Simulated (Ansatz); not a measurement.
Here is an Ansatz 0.2.0 calculation.

File input.yaml:

```yaml
crystal:
  lattice:
    - [-1.641, 1.641, 1.641]
    - [1.641, -1.641, 1.641]
    - [1.641, 1.641, -1.641]
  atoms:
    - { symbol: Ti, position: [0.0, 0.0, 0.0] }
hamiltonian:
  xc: pbe
  pseudopotentials: { kind: paw }
kpoints:
  mp_grid: { grid: [11, 11, 11] }
scf:
  occupations: { method: gaussian, width: 0.023 }
output:
  forces: true
  stress: true
  eigenvalues: true
```

Potentials or basis: Ansatz PAW.

Command:

```sh
$ ansatz run input.yaml --threads 2 --pin off --max-ram 5632MiB --backend cpu --events-out ev --progress --plain --runs-dir out
```

(1) Predict the pressure.

(2) What does it give for the band gap on the k mesh?

Results:

(1) -2.9 GPa.

(2) none (metal or under the smearing width).
